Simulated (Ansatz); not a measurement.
# Rb: the cost of one run

Method: DFT PBEsol, scalar-relativistic, plane waves, PAW, in Ansatz 0.2.0.

This is Rb in the fcc structure; at room conditions it is bcc.

2 further runs of the same task are left out: 2 set aside as unsound or not needed.

### 1 The structure to begin with

It takes space group Fm-3m (No. 225, cubic). The conventional cell has a = 7.280 Å, b = 7.280 Å, c = 7.280 Å, α = 90.00°, β = 90.00°, γ = 90.00°.

Structure file:

```
CELL_PARAMETERS angstrom
0.00000 3.63988 3.63988
3.63988 0.00000 3.63988
3.63988 3.63988 0.00000
ATOMIC_POSITIONS crystal
Rb 0.00000 0.00000 0.00000
```

Source of the structure: the Materials Project (structure only).

(A quick probe on a coarse mesh, which set the mesh and smearing, is not shown.)

### 3 Relaxing cell and atoms

Contents of input.yaml:

```yaml
crystal:
  lattice:
    - [0.0, 3.63988467, 3.63988467]
    - [3.63988467, 0.0, 3.63988467]
    - [3.63988467, 3.63988467, 0.0]
  atoms:
    - { symbol: Rb, position: [0.0, 0.0, 0.0] }
basis:
  ecutwfc: 420
kpoints:
  mp_grid: { grid: [10, 10, 10] }
hamiltonian:
  xc: pbesol
scf:
  occupations: { method: gaussian, width: 0.1 }
output:
  forces: true
  stress: true
  eigenvalues: true
relax:
  adjacent_minimum: "off"
  f_tol: 0.005
  max_steps: 80
  cell: { stress_tol: 0.05 }
```

Run with:

```bash
$ ansatz run input.yaml --threads 1 --pin off --max-ram 3072MiB --backend cpu --events-out ev --progress --plain --runs-dir out
```

Q: Estimate wall time and peak memory on 1 thread of an Arm CPU, shared host.

About 11 s, with a peak of 0.35 GiB.
